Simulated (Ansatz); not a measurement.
# TiO2: constraining the magnetisation, part 2 of 2

How does the energy of TiO2 change when the total moment of the cell is held at chosen values, and does the free SCF sit at the minimum of that curve? We look at TiO$_{2}$: its deposited structure (space group P4_2/mnm), with 6 atoms per cell. Source: COD entry 9004144; the sample's temperature and pressure aren't taken into account.

Ansatz 0.2.0; DFT PBE+U, PAW, plane waves, scalar-relativistic; U − J = 3 eV on Ti d. Earlier steps stand in the parts before.

## Step 5: Total moment fixed at 2 μB

input.yaml reads:

```yaml
crystal:
  lattice:
    - [4.623, 0.0, 0.0]
    - [0.0, 4.623, 0.0]
    - [0.0, 0.0, 2.986]
  atoms:
    - { symbol: Ti, position: [0.0, 0.0, 0.0], spin: 1.0 }
    - { symbol: Ti, position: [0.5, 0.5, 0.5], spin: 1.0 }
    - { symbol: O, position: [0.3052, 0.3052, 0.0] }
    - { symbol: O, position: [0.1948, 0.8052, 0.5] }
    - { symbol: O, position: [0.6948, 0.6948, 0.0] }
    - { symbol: O, position: [0.8052, 0.1948, 0.5] }
magnetization:
  spin_polarized: true
  initial_magnetization: 2
  spin_locking: { lock_magnetization: hard }
hamiltonian:
  xc: pbe
  pseudopotentials: { kind: paw }
  hubbard: { sites: [{ species: Ti, l: d, u_eff: 3.0 }] }
basis:
  ecutwfc: 420
kpoints:
  mp_grid: { grid: [5, 5, 7] }
scf:
  occupations: { method: fermi_dirac, width: 0.05 }
  lower_state_search: "off"
  max_iter: 150
output:
  forces: true
  stress: true
```

The run is started by

```sh
$ ansatz run input.yaml --threads 2 --pin off --max-ram 5120MiB --backend cpu --events-out ev --progress --plain --runs-dir out
```

Standard output, shortened:

```text
[... 25 lines as in an earlier run ...]
Starting moments: Σ|m| = 2 μB on 2 of 6 sites
[... 2 lines as in an earlier run ...]
SCF iter   1: F=—  HF=-7269.077730 eV  |F-HF|=—  |Δ(HF+E_count)|=         —  Δρ=4.40e-2 (↑3.63e-2 ↓4.40e-2)  dr2=2.01e0  dr2_m=4.26e-1  M=2.000 μB ∫|m|=2.009 μB  β_m=0.30  ethr=3.10e-3  ⟨swp⟩=5.6  Hψ=5879  notcnv=0
[...]
[... 1 line as in an earlier run ...]
[...]
SCF iter  11: F=-7269.347810 eV  HF=-7269.347810 eV  |F-HF|=5.07e-9  |Δ(HF+E_count)|=   2.59e-6  Δρ=2.36e-6 (↑2.36e-6 ↓2.16e-6)  dr2=1.07e-8  dr2_m=4.86e-10  M=2.000 μB ∫|m|=2.018 μB  ethr=2.08e-10  ⟨swp⟩=2.6  Hψ=5493  notcnv=0
the last iteration of the SCF fills more bands at one k-point than at another: 24 at σ=↑ k=8 and 26 at σ=↑ k=11; 20 at σ=↓ k=0 and 24 at σ=↓ k=3 (a band counts as filled where it holds over half of its capacity, the bands of one level by their mean; [...]
Free energy (F): -7269.347810 eV
[...]
E sigma→0 (E₀):  -7269.331411 eV
Entropy (-TS):   -0.032798 eV (-5.466 meV/atom)
Fermi energy:    9.785147 (↑ 11.463655, ↓ 8.106638) eV
[...]
--- Forces (eV/Å), atoms counted from 1 ---
  atom   1  Ti     0.00000000    -0.00000000     0.00000000
  atom   2  Ti     0.00000000     0.00000000     0.00000000
  atom   3  O     -0.18846548    -0.18846548     0.00000000
  atom   4  O      0.18846548    -0.18846548     0.00000000
  atom   5  O      0.18846548     0.18846548     0.00000000
  atom   6  O     -0.18846548     0.18846548     0.00000000
[...]
--- Stress (GPa, compression-positive) ---
       11.719673       0.000000       0.000000
        0.000000      11.719673       0.000000
        0.000000       0.000000      17.903979
  P = ⅓ Tr σ = 13.7811 GPa (137.811 kbar)
Occupation matrices written to <dir>
```

Wall time 2.4 s (2 threads of Intel Xeon 6975P-C (Granite Rapids), shared host); peak memory 0.47 GiB.

Site moments Ti1 0.37, Ti2 0.37, O3 0.21, O4 0.21, O5 0.21, O6 0.21 μB, total 2.00 μB; the free energy is 2991 meV per cell above that of step 2.

## Step 6: Parallel moments scaled by 0.1, free total moment

input.yaml, as its differences from that of step 5:

```diff
@@ -6,4 +6,4 @@
   atoms:
-    - { symbol: Ti, position: [0.0, 0.0, 0.0], spin: 1.0 }
-    - { symbol: Ti, position: [0.5, 0.5, 0.5], spin: 1.0 }
+    - { symbol: Ti, position: [0.0, 0.0, 0.0], spin: 0.1 }
+    - { symbol: Ti, position: [0.5, 0.5, 0.5], spin: 0.1 }
     - { symbol: O, position: [0.3052, 0.3052, 0.0] }
@@ -14,4 +14,2 @@
   spin_polarized: true
-  initial_magnetization: 2
-  spin_locking: { lock_magnetization: hard }
 hamiltonian:
@@ -27,3 +25,2 @@
   lower_state_search: "off"
-  max_iter: 150
 output:
```

The run is started by

```sh
$ ansatz run input.yaml --threads 2 --pin off --max-ram 5120MiB --backend cpu --events-out ev --progress --plain --runs-dir out
```

Standard output, shortened:

```text
[... 24 lines as in an earlier run ...]
Starting moments: Σ|m| = 0.2 μB on 2 of 6 sites
[... 2 lines as in an earlier run ...]
SCF iter   1: F=—  HF=-7272.862619 eV  |F-HF|=—  |Δ(HF+E_count)|=         —  Δρ=4.46e-2 (↑4.46e-2 ↓4.31e-2)  dr2=5.01e0  dr2_m=1.10e-2  M=0.000 μB ∫|m|=0.066 μB  β_m=0.30  ethr=3.10e-3  ⟨swp⟩=5.5  Hψ=5898  notcnv=0
[...]
[... 1 line as in an earlier run ...]
[...]
spin-set hold released at iteration 7 (site moments contracting): the magnetisation degrees of freedom join the quasi-Newton model from the next iteration; the mixer history was flushed
[...]
SCF iter  14: F=-7272.338497 eV  HF=-7272.338497 eV  |F-HF|=2.09e-11  |Δ(HF+E_count)|=  5.28e-11  Δρ=4.29e-7 (↑3.97e-7 ↓4.29e-7)  dr2=3.29e-10  dr2_m=2.74e-11  M=0.000 μB ∫|m|=0.000 μB  ethr=9.67e-12  ⟨swp⟩=1.1  Hψ=3848  notcnv=0
[...]
WARN: the starting moments were not kept: the SCF closed with an absolute magnetisation of 9.8e-6 μB, where they sum to 0.2 μB in size (2 sites). That is at most 0.1 of that sum. Measured as dr2_m measures the in/out step, that magnetisation stands 1.7e-11 eV from none, at or under the [...]
Spin contamination: 0.0000 ħ² per cell (⟨S²⟩ above its minimum at these occupations)
Per-site moments (μB) at R_I (Å): [(-1.4778760934830693e-6, 0.8094956027093442), (-1.477876093359905e-6, 0.8094956027093442), (1.197407500199469e-6, 0.8094956027093442), (1.1974075001323771e-6, 0.8094956027093442), (1.1974075001902608e-6, 0.8094956027093442), (1.1974075001712885e-6, [...]
Free energy (F): -7272.338497 eV
[...]
E sigma→0 (E₀):  -7272.338497 eV
Fermi energy:    10.134834 eV
[... 17 lines left out: energy terms ...]
--- Forces (eV/Å), atoms counted from 1 ---
  atom   1  Ti     0.00000000    -0.00000000     0.00000000
  atom   2  Ti     0.00000000     0.00000000     0.00000000
  atom   3  O     -0.00794810    -0.00794810     0.00000000
  atom   4  O      0.00794810    -0.00794810     0.00000000
  atom   5  O      0.00794810     0.00794810     0.00000000
  atom   6  O     -0.00794810     0.00794810     0.00000000
[...]
--- Stress (GPa, compression-positive) ---
        2.202426       0.000000       0.000000
        0.000000       2.202426       0.000000
        0.000000       0.000000       2.593634
  P = ⅓ Tr σ = 2.3328 GPa (23.328 kbar)
Occupation matrices written to <dir>
```

It took 2.9 s on 2 threads of Intel Xeon 6975P-C (Granite Rapids), shared host; peak memory 0.47 GiB.

Site moments Ti1 0.00, Ti2 0.00 μB, total 0.00 μB; the free energy is that of step 2 within 0.5 meV.

## Step 7: The curve

| M (μB/cell) | above lowest (meV/cell) | moments of Ti1 Ti2 O3 O4 O5 O6 (μB) | pressure (GPa) |
| --- | --- | --- | --- |
| 0.00 | 0 | 0.00 0.00 0.00 0.00 0.00 0.00 | 2.3 |
| 2.00 | 2991 | 0.37 0.37 0.21 0.21 0.21 0.21 | 13.8 |
| 4.00 | 7483 | 0.69 0.69 0.42 0.42 0.42 0.42 | 25.7 |

The 5 runs of this session took 14 s in all, from 1.5 s to 3.6 s each.

M (μB), meV per cell and a bar:
```
     0.00          0 
     2.00       2991 ############
     4.00       7483 ##############################
```

## Step 8: Summary of results

This closing draws on all 2 parts.

| quantity | value |
| --- | --- |
| lowest fixed-moment run | M = 0.00 μB, 0 meV above the lowest run |
| free runs end at | 0.00 μB (0 meV), 0.00 μB (0 meV) |
| cost of M = 0 (from this start; opposed moments can cost less) | 0 meV per cell |
| cost of the largest M | 7483 meV per cell at 4.00 μB |

In words: The curve is lowest at its point M = 0.00 μB. The free SCF ends at 0.00 μB, and no fixed run lies below it. The run at M = 4.00 μB reads as a saddle point, so a lower state may exist at that moment.
